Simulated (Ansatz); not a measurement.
# WS2 (P6_3/mmc) in Ansatz: reference runs

Reference runs on WS2: the cell as given and a disturbed copy.

Program: Ansatz 0.2.0. These are calculated values, not measurements. Logs are shortened: lines on timing, memory, paths and dates and some standing lists are left out, and cuts for length are marked.

**1. Starting point**

Symmetry: P6_3/mmc, No. 194, hexagonal system. The conventional cell has a = 3.180 Å, b = 3.180 Å, c = 12.500 Å, α = 90.00°, β = 90.00°, γ = 120.00°. W (site symmetry -6m2) has 6 S at 2.45 Å as nearest neighbours. Around S (site symmetry 3m) lie 3 W at 2.45 Å.

**2. Single point, PBE**

Input file input.yaml:

```yaml
crystal:
  lattice:
    - [3.17999949, 0.0, 0.0]
    - [-1.58999974, 2.75396034, 0.0]
    - [0.0, 0.0, 12.49999932]
  atoms:
    - { symbol: W, position: [0.3333333333, 0.6666666667, 0.25] }
    - { symbol: W, position: [0.6666666667, 0.3333333333, 0.75] }
    - { symbol: S, position: [0.3333333333, 0.6666666667, 0.62] }
    - { symbol: S, position: [0.6666666667, 0.3333333333, 0.12] }
    - { symbol: S, position: [0.3333333333, 0.6666666667, 0.88] }
    - { symbol: S, position: [0.6666666667, 0.3333333333, 0.38] }
kpoints:
  mp_grid: { grid: [10, 10, 3] }
scf:
  occupations: { method: fermi_dirac, width: 0.05 }
hamiltonian:
  xc: pbe
  pseudopotentials: { kind: all_electron, lapw: { basis_error: 0.001 } }
output:
  forces: true
  stress: true
  eigenvalues: true
  populations: true
```

Potentials or basis: all-electron LAPW, scalar-relativistic.

Launch:

```
> ansatz run input.yaml --threads 4 --pin off --max-ram 12288MiB --backend cpu --events-out ev --progress --plain --runs-dir out
```

Output:

```text
Warning: RAYON_NUM_THREADS=4 ignored (pool sized by the plan → 4); use --threads N
W: projections on atomic orbitals take those of the free atom 1s2 2s2 2p6 3s2 3p6 3d10 4s2 4p6 4d10 4f14 5s2 5p6 5d4 6s2, of charge +0.00 (hamiltonian.pseudopotentials.projection_atoms)
S: projections on atomic orbitals take those of the free atom 1s2 2s2 2p6 3s2 3p4, of charge +0.00 (hamiltonian.pseudopotentials.projection_atoms)
LAPW: plane waves up to 8.430 Å⁻¹, error target 1.0e-3 eV per atom; small_component_spin mean_spin; S in spheres of 1.053 Å, 14 of its electrons in bands, Dirac shells []; W in spheres of 1.399 Å, 38 of its electrons in bands, Dirac shells [] (how accurate: hamiltonian.pseudopotentials.lapw.basis_error, Limitations)
Engine: ansatz 0.2.0, x86_64-unknown-linux-gnu
Pseudopotentials: kind: all_electron
Pseudopotential: W, LAPW, valence charge 38, lapw/all_electron/scalar/gaussian/W, Koelling and Harmon's equation, gaussian nucleus
Pseudopotential: S, LAPW, valence charge 14, lapw/all_electron/scalar/gaussian/S, Koelling and Harmon's equation, gaussian nucleus
Functional definition: PBE
  parameter kappa = 0.804
  parameter beta = 0.06672455060314922
  exchange = pbe_x(kappa = kappa, mu = beta*pi^2/3)
  correlation = pbe_c(beta = beta)
Crystal: 6 atoms, lattice volume = 109.470 Å³
Basis set: ecut = 270.7551665190102 eV, 1119 PW (Γ), exchange–correlation at level 2
Bands: 80, of which v1, the nominal top of the filled ones, is band 66 counted from 1 (65 counted from 0)
Symmetry: 24 space group operations
Space group: P63/mmc (ITA 194), of the structure as read, at distance tolerance 4.8e-5 Å
k-points: 28 of 300
Non-local potential: W, projectors of the file, none
Non-local potential: S, projectors of the file, none
Initial density: superposition of atomic densities (chi_scale 0.1, normalization cell, long waves kept (reshape's long-wave potential 0.09 eV rms))
Initial wavefunctions: plane waves of lowest kinetic energy (no species holds an atomic orbital)
Functional: x = pbe(κ = 0.804, μ = 0.2195149727645171), c = pbe(β = 0.06672455060314922)
iter 1 solved again at ethr=1.23e-3 eV; its pass at ethr=1.00e-1 eV (dr2=1.62e0 eV) is discarded
SCF iter   1: F=—  HF=-921860.695183 eV  |F-HF|=—  |Δ(HF+E_count)|=         —  Δρ=3.66e-2  dr2=1.62e0  ethr=1.23e-3  ⟨swp⟩=2.0  Hψ=14687  notcnv=0
preconditioner: auto → Resta (q_TF=auto, 2.815 Å⁻¹)  ε∞=3.0  [insulator: Δε(μ)=1.055 eV  Ē_g=20.263 eV  σ=0.050 eV  W_gap=1.00  n_scr=52 (ndim 8)  ℏωp=28.4 eV  f_vac=0.106  D(μ)=0.00/eV (n_scr^D=0)  ε∞_Penn≈3.0]
SCF iter   2: F=—  HF=-921860.184215 eV  |F-HF|=—  |Δ(HF+E_count)|=   5.11e-1  Δρ=1.90e-2  dr2=1.40e0  ethr=1.23e-3  ⟨swp⟩=2.9  Hψ=6730  notcnv=0
SCF iter   3: F=—  HF=-921859.967269 eV  |F-HF|=—  |Δ(HF+E_count)|=   2.17e-1  Δρ=1.31e-2  dr2=1.97e-1  ethr=1.06e-3  ⟨swp⟩=3.0  Hψ=6552  notcnv=0
SCF iter   4: F=—  HF=-921859.927701 eV  |F-HF|=—  |Δ(HF+E_count)|=   3.96e-2  Δρ=6.07e-3  dr2=4.56e-2  ethr=1.49e-4  ⟨swp⟩=2.0  Hψ=6573  notcnv=0
iter 5 solved again at ethr=1.80e-6 eV; its pass at ethr=3.46e-5 eV (dr2=2.37e-3 eV) is discarded
SCF iter   5: F=—  HF=-921859.921023 eV  |F-HF|=—  |Δ(HF+E_count)|=         —  Δρ=1.28e-3  dr2=2.37e-3  ethr=1.80e-6  ⟨swp⟩=2.0  Hψ=10969  notcnv=0
the basis was enlarged: its passes take 1.2 MiB over the memory plan, 4 of 4 planned eigensolver slots
SCF iter   6: F=—  HF=-921859.921715 eV  |F-HF|=—  |Δ(HF+E_count)|=   6.92e-4  Δρ=1.64e-4  dr2=6.04e-5  ethr=1.80e-6  ⟨swp⟩=3.0  Hψ=6405  notcnv=0
SCF iter   7: F=—  HF=-921859.921694 eV  |F-HF|=—  |Δ(HF+E_count)|=   2.10e-5  Δρ=8.83e-5  dr2=1.34e-5  ethr=4.58e-8  ⟨swp⟩=3.0  Hψ=6473  notcnv=0
SCF iter   8: F=—  HF=-921859.921710 eV  |F-HF|=—  |Δ(HF+E_count)|=   1.53e-5  Δρ=4.28e-5  dr2=2.62e-6  ethr=1.02e-8  ⟨swp⟩=3.0  Hψ=6562  notcnv=0
SCF iter   9: F=—  HF=-921859.921717 eV  |F-HF|=—  |Δ(HF+E_count)|=   7.13e-6  Δρ=1.22e-5  dr2=2.39e-7  ethr=1.98e-9  ⟨swp⟩=3.0  Hψ=6727  notcnv=0
SCF iter  10: F=-921859.921717 eV  HF=-921859.921717 eV  |F-HF|=2.72e-8  |Δ(HF+E_count)|=   5.53e-7  Δρ=2.87e-6  dr2=1.03e-8  ethr=1.81e-10  ⟨swp⟩=3.0  Hψ=6684  notcnv=0
SCF 1 converged in 10 iterations: F = -921859.921717 eV  dr2 = 1.03e-8
SCF converged after 10 iterations
Free energy (F): -921859.921717 eV
Harris-Foulkes:  -921859.921717 eV  (|F-HF|=2.72e-8)
Internal energy: -921859.921717 eV  (E = F + TS)
E sigma→0 (E₀):  -921859.921717 eV
Entropy (-TS):   -0.000001 eV (-0.000 meV/atom)
Fermi energy:    14.099891 eV
--- Per-component energies (eV) ---
  E_band       = -9910.422018
  E_kinetic    = 1027401.615652
  E_xc         = -20457.626639
  E_electrostatic = -1928803.910729  (all electrons and nuclei)
  E_smearing   = -0.000001  (= −TS)
  E_closure    = 0.000000  (closes the sum)
  E_atoms      = -921815.907011  (free atoms, spherical and without spin; not in F)
  Σ components = -921859.921717   (vs F -921859.921717, Δ=0.00e0)
  Basis errors (estimates in eV, not in F): energy 4.7e-4 per atom: plane waves 4.2e-4 (2.4e-4 summed), levels above the bands 1.0e-69, relativity 3.4e-8, radial functions 4.7e-5, core shells 1.2e-6; eigenvalues (radial functions only) 1.7e-6; not estimated: angular momenta, meshes, grids; target (lapw.basis_error) 1.0e-3; muffin-tin radii S 1.053 Å, W 1.399 Å
--- Forces (eV/Å), atoms counted from 1 ---
  atom   1  W     -0.00000000     0.00000000     0.00000000
  atom   2  W      0.00000000    -0.00000000     0.00000000
  atom   3  S     -0.00000000     0.00000000     1.05163305
  atom   4  S      0.00000000    -0.00000000     1.05163305
  atom   5  S     -0.00000000     0.00000000    -1.05163305
  atom   6  S      0.00000000    -0.00000000    -1.05163305
  max |Σ_I F_I| component: 1.16e-17 eV/Å
--- Stress (GPa, compression-positive) ---
       -1.970709      -0.000000       0.000000
       -0.000000      -1.970709       0.000000
        0.000000       0.000000      -6.900323
  P = ⅓ Tr σ = -3.6139 GPa (-36.139 kbar)
--- Band table (eV; the first three rows and the last of 28) ---
  k-point 0: bands = ["-219.9712", "-219.9712", "-219.9712", "-219.9712", "-219.9588", "-219.9588", "-219.9588", "-219.9588", "-219.9501", "-219.9501", "-192.2712", "-192.2712", "-192.2712", "-192.2712", "-137.0599", "-137.0599", "-137.0599", "-137.0599", "-137.0599", "-137.0599", "-137.0599", "-137.0599", "-137.0273", "-137.0273", "-137.0273", "-137.0273", "-60.8272", "-60.8272", "-25.0944", "-25.0944", "-24.9264", "-24.9264", "-24.9264", "-24.9264", "-15.1369", "-15.1369", "-15.1368", "-15.1368", "-15.1268", "-15.1268", "-15.1175", "-15.1175", "-15.1175", "-15.1175", "-15.1142", "-15.1142", "-15.1100", "-15.1100", "-1.5361", "-1.2816", "-0.2135", "0.2336", "6.3511", "7.4137", "9.9029", "10.6255", "10.6255", "10.6420", "10.6420", "11.7611", "11.7611", "11.8196", "11.8196", "12.2143", "12.4759", "13.6193", "15.9269", "15.9269", "16.0097", "16.0097", "16.0293", "16.0293", "16.1114", "16.1114", "18.3997", "18.7366", "21.4551", "21.9832", "22.2881", "23.4362"]
  k-point 1: bands = ["-219.9712", "-219.9712", "-219.9712", "-219.9712", "-219.9588", "-219.9588", "-219.9588", "-219.9588", "-219.9501", "-219.9501", "-192.2712", "-192.2712", "-192.2712", "-192.2712", "-137.0599", "-137.0599", "-137.0599", "-137.0599", "-137.0599", "-137.0599", "-137.0599", "-137.0599", "-137.0273", "-137.0273", "-137.0272", "-137.0272", "-60.8272", "-60.8272", "-25.0944", "-25.0944", "-24.9264", "-24.9264", "-24.9264", "-24.9264", "-15.1369", "-15.1369", "-15.1369", "-15.1369", "-15.1269", "-15.1268", "-15.1175", "-15.1175", "-15.1175", "-15.1175", "-15.1142", "-15.1142", "-15.1100", "-15.1100", "-1.4841", "-1.3599", "-0.0896", "0.1308", "6.5655", "7.0763", "10.3930", "10.6295", "10.6295", "10.6377", "10.6377", "11.3632", "11.7757", "11.7757", "11.8049", "11.8049", "13.0887", "13.4951", "15.9508", "15.9508", "15.9922", "15.9922", "16.0463", "16.0463", "16.0873", "16.0873", "18.4896", "18.6583", "21.5752", "21.8375", "22.5182", "23.1620"]
  k-point 2: bands = ["-219.9712", "-219.9712", "-219.9712", "-219.9712", "-219.9588", "-219.9588", "-219.9588", "-219.9588", "-219.9501", "-219.9501", "-192.2712", "-192.2712", "-192.2712", "-192.2712", "-137.0599", "-137.0599", "-137.0599", "-137.0599", "-137.0599", "-137.0599", "-137.0599", "-137.0599", "-137.0273", "-137.0273", "-137.0273", "-137.0272", "-60.8256", "-60.8256", "-25.0888", "-25.0888", "-24.9580", "-24.9580", "-24.9338", "-24.9338", "-15.1369", "-15.1369", "-15.1364", "-15.1364", "-15.1259", "-15.1259", "-15.1181", "-15.1181", "-15.1177", "-15.1177", "-15.1138", "-15.1138", "-15.1111", "-15.1111", "-1.3755", "-1.1217", "-0.1362", "0.2931", "6.5526", "7.6144", "9.7196", "10.1855", "10.2175", "10.7751", "10.8016", "11.1290", "11.5055", "11.5717", "11.7369", "12.4009", "12.5048", "13.3370", "15.6353", "15.7844", "15.8442", "15.8831", "15.9803", "15.9982", "16.2569", "16.3291", "19.1032", "19.4268", "22.0703", "22.1566", "22.6166", "23.0396"]
  k-point 27: bands = ["-219.9712", "-219.9712", "-219.9712", "-219.9712", "-219.9588", "-219.9588", "-219.9588", "-219.9588", "-219.9501", "-219.9501", "-192.2712", "-192.2712", "-192.2712", "-192.2712", "-137.0599", "-137.0599", "-137.0599", "-137.0599", "-137.0599", "-137.0599", "-137.0599", "-137.0599", "-137.0273", "-137.0272", "-137.0272", "-137.0272", "-60.8088", "-60.8088", "-25.1825", "-25.1825", "-25.1156", "-25.1156", "-25.0293", "-25.0293", "-15.1359", "-15.1359", "-15.1336", "-15.1336", "-15.1237", "-15.1237", "-15.1218", "-15.1218", "-15.1211", "-15.1211", "-15.1159", "-15.1159", "-15.1093", "-15.1093", "0.9360", "0.9586", "1.0205", "1.0419", "7.6302", "7.6944", "7.7629", "7.7719", "8.9657", "8.9782", "9.2052", "9.3033", "9.9064", "10.0467", "10.6901", "10.8631", "12.9996", "13.1003", "15.2934", "15.3249", "15.9580", "16.4608", "16.7994", "16.9087", "18.1803", "18.3930", "19.6461", "19.7969", "20.2280", "20.9869", "22.3608", "22.5625"]
--- Löwdin populations: 6 sites ---
  site symbol       q [e]
     0      W     73.4951
     1      W     73.4951
     2      S     16.1401
     3      S     16.1401
     4      S     16.1401
     5      S     16.1401
  spilling = 0.002121 (of n_electrons = 212.000000)
```

It took 34 s on 4 threads of Intel Xeon at 2.50GHz (Skylake/Cascade Lake), shared host; peak memory 0.79 GiB.

Results:

```
Free energy            : -921859.9217 eV
Pressure               : -3.6 GPa
Largest force          : 1.052 eV/Å
Band gap on the k mesh : 1.07 eV, indirect (least direct gap 2.12 eV)
Loewdin charges        : W +0.50; S -0.14 e
```

Forces in eV/Å, atoms in the order of the input:
```
W    0.000  0.000  0.000
W    0.000  0.000  0.000
S    0.000  0.000  1.052
S    0.000  0.000  1.052
S    0.000  0.000 -1.052
S    0.000  0.000 -1.052
```

Levels at points of the mesh, in eV from the valence-band top:
```
            k point  band 62  band 63  band 64  band 65  band 66  band 67  band 68  band 69  band 70  band 71
 (0.00, 0.00, 0.00)    -1.80    -1.80    -1.41    -1.14     0.00     2.31     2.31     2.39     2.39     2.41
(0.00, -0.50, 0.00)    -2.63    -1.68    -1.50    -1.46    -1.34     2.44     2.48     2.60     2.95     3.09
```

Caveat: the atomic charges don't sum to the cell's charge; spin-orbit coupling is left out, which moves the levels of the heavy elements; an odd mesh through Γ misses points on the zone boundary, where band edges often lie; this functional lacks dispersion, which binds the layers, so the pressure and a relaxed spacing across them are unreliable; forces of over 1 eV/Å show positions far from the minimum, so gaps and moduli don't describe the material at rest.

**3. Single point, PBE (atoms moved at random, drawn with an rms of 0.05 Å)**

Input file input.yaml:

```yaml
crystal:
  lattice:
    - [3.17999949, 0.0, 0.0]
    - [-1.58999974, 2.75396034, 0.0]
    - [0.0, 0.0, 12.49999932]
  atoms:
    - { symbol: W, position: [0.323751, 0.673377, 0.252451] }
    - { symbol: W, position: [0.65426, 0.326807, 0.750501] }
    - { symbol: S, position: [0.328598, 0.678882, 0.618403] }
    - { symbol: S, position: [0.666556, 0.334269, 0.119719] }
    - { symbol: S, position: [0.339622, 0.669721, 0.879385] }
    - { symbol: S, position: [0.665553, 0.323866, 0.376262] }
kpoints:
  mp_grid: { grid: [10, 10, 3] }
scf:
  occupations: { method: fermi_dirac, width: 0.05 }
hamiltonian:
  xc: pbe
  pseudopotentials: { kind: all_electron, lapw: { basis_error: 0.001 } }
output:
  forces: true
  stress: true
  eigenvalues: true
  populations: true
```

Potentials or basis: all-electron LAPW, scalar-relativistic.

Launch:

```
> ansatz run input.yaml --threads 4 --pin off --max-ram 12288MiB --backend cpu --events-out ev --progress --plain --runs-dir out
```

Output:

```text
Warning: RAYON_NUM_THREADS=4 ignored (pool sized by the plan → 4); use --threads N
W: projections on atomic orbitals take those of the free atom 1s2 2s2 2p6 3s2 3p6 3d10 4s2 4p6 4d10 4f14 5s2 5p6 5d4 6s2, of charge +0.00 (hamiltonian.pseudopotentials.projection_atoms)
S: projections on atomic orbitals take those of the free atom 1s2 2s2 2p6 3s2 3p4, of charge +0.00 (hamiltonian.pseudopotentials.projection_atoms)
LAPW: plane waves up to 8.827 Å⁻¹, error target 1.0e-3 eV per atom; small_component_spin mean_spin; S in spheres of 1.017 Å, 14 of its electrons in bands, Dirac shells []; W in spheres of 1.351 Å, 44 of its electrons in bands, Dirac shells [] (how accurate: hamiltonian.pseudopotentials.lapw.basis_error, Limitations)
Engine: ansatz 0.2.0, x86_64-unknown-linux-gnu
Pseudopotentials: kind: all_electron
Pseudopotential: W, LAPW, valence charge 44, lapw/all_electron/scalar/gaussian/W, Koelling and Harmon's equation, gaussian nucleus
[... 67 lines left out ...]
  k-point 2: bands = ["-404.9074", "-404.9027", "-404.8986", "-404.8900", "-404.8871", "-404.8825", "-219.9715", "-219.9671", "-219.9573", "-219.9550", "-219.9546", "-219.9498", "-219.9476", "-219.9428", "-219.9381", "-219.9310", "-192.2915", "-192.2728", "-192.2694", "-192.2538", "-137.0815", "-137.0798", "-137.0622", "-137.0608", "-137.0595", "-137.0572", "-137.0438", "-137.0416", "-137.0368", "-137.0321", "-137.0234", "-137.0124", "-60.8216", "-60.8189", "-25.0939", "-25.0844", "-24.9704", "-24.9530", "-24.9387", "-24.9252", "-15.1354", "-15.1337", "-15.1227", "-15.1220", "-15.1190", "-15.1171", "-15.1134", "-15.1112", "-15.1108", "-15.1077", "-15.1022", "-15.0987", "-15.0964", "-15.0950", "-1.4225", "-1.1463", "-0.1303", "0.2848", "6.5454", "7.5869", "9.6709", "10.0631", "10.2697", "10.5580", "10.7847", "11.0043", "11.5015", "11.7199", "11.7634", "12.2942", "12.6286", "13.3403", "15.5172", "15.7189", "15.8041", "15.9341", "16.0170", "16.1193", "16.2532", "16.4266", "19.1117", "19.4305", "22.1084", "22.1805", "22.6375", "23.0962", "23.3282"]
  k-point 151: bands = ["-404.9074", "-404.9027", "-404.8986", "-404.8900", "-404.8871", "-404.8825", "-219.9715", "-219.9671", "-219.9573", "-219.9550", "-219.9546", "-219.9498", "-219.9476", "-219.9428", "-219.9380", "-219.9310", "-192.2915", "-192.2728", "-192.2694", "-192.2538", "-137.0815", "-137.0798", "-137.0622", "-137.0608", "-137.0595", "-137.0572", "-137.0438", "-137.0416", "-137.0368", "-137.0321", "-137.0234", "-137.0124", "-60.8066", "-60.8039", "-25.2554", "-25.2426", "-25.0406", "-25.0315", "-25.0170", "-24.9960", "-15.1359", "-15.1300", "-15.1230", "-15.1227", "-15.1200", "-15.1146", "-15.1144", "-15.1118", "-15.1087", "-15.1071", "-15.1071", "-15.1009", "-15.0981", "-15.0926", "0.4858", "0.6981", "0.9051", "0.9505", "6.7273", "6.8873", "7.8777", "7.9887", "8.6653", "9.0127", "9.7510", "10.0370", "10.8485", "11.0112", "11.9233", "12.0075", "12.2991", "12.3628", "16.0667", "16.0943", "16.3088", "16.4798", "16.7736", "17.1226", "17.5867", "17.8257", "18.1632", "18.4511", "20.2248", "20.8597", "21.0268", "21.5584", "22.2215"]
--- Löwdin populations: 6 sites ---
  site symbol       q [e]
     0      W     73.5062
     1      W     73.4933
     2      S     16.1472
     3      S     16.1485
     4      S     16.1359
     5      S     16.1164
  spilling = 0.002134 (of n_electrons = 212.000000)
```

Run time: 6.6 min. Hardware: 4 threads of Intel Xeon at 2.50GHz (Skylake/Cascade Lake), shared host; peak memory 2.3 GiB.

What came out:

| Quantity | Value |
| --- | --- |
| Free energy | -921859.8375 eV |
| Pressure | -2.6 GPa |
| Largest force | 1.996 eV/Å |
| Band gap on the k mesh | 1.03 eV, indirect (least direct gap 2.03 eV) |
| Loewdin charges | W +0.49, +0.51; S -0.15, -0.14, -0.12 e |

Forces on the atoms (eV/Å):
```
W    0.886 -0.615 -1.680
W    0.372  0.686 -0.552
S    0.022 -0.447  1.388
S   -0.342  0.140  1.419
S   -0.393 -0.240 -0.839
S   -0.545  0.476  0.264
```

Levels at points of the mesh, in eV from the valence-band top:
```
             k point  band 69  band 70  band 71  band 72  band 73  band 74  band 75  band 76
  (0.00, 0.00, 0.00)    -1.63    -1.52    -1.06     0.00     2.03     2.11     2.16     2.29
 (0.00, -0.50, 0.00)    -1.81    -1.57    -1.54    -1.31     2.35     2.42     2.59     2.90
 (-0.50, 0.00, 0.00)    -1.81    -1.63    -1.37    -1.30     2.36     2.46     2.57     2.89
(-0.50, -0.50, 0.00)    -1.78    -1.62    -1.38    -1.26     2.40     2.45     2.55     2.88
```

Caveat: the atomic charges don't sum to the cell's charge; spin-orbit coupling is left out, which moves the levels of the heavy elements; an odd mesh through Γ misses points on the zone boundary, where band edges often lie.
